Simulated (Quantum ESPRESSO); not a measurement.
Crystal: SnTe.

```
Te Sn
1.0
     0.00000    3.15085    3.15085
     3.15085    0.00000    3.15085
     3.15085    3.15085    0.00000
Te Sn
1 1
Direct
  0.50000 0.50000 0.50000
  0.00000 0.00000 0.00000
```

Base run:

| Item | Value |
| --- | --- |
| Program | Quantum ESPRESSO 7.5 |
| Functional | AM05 |
| Potentials or basis | PseudoDojo 0.4 FR PBE standard |
| Cutoff | 1088 eV |
| Density cutoff | 4354 eV |
| k mesh | 7 × 7 × 7 |
| Occupations | fermi-dirac, width 0.05 eV |
| Spin | spin-orbit coupling, no magnetisation |

Its results: pressure 0.1 GPa.

Task: The run is repeated on the same cell with these changes: functional from AM05 to PBE. What comes out?

Result: Pressure 2.3 GPa.

PBE binds less tightly than AM05, so the same cell stands under more pressure.

Caveats: the potentials were made for another functional, which shifts forces and pressure (some runs).

Not every run made on this cell is shown here.
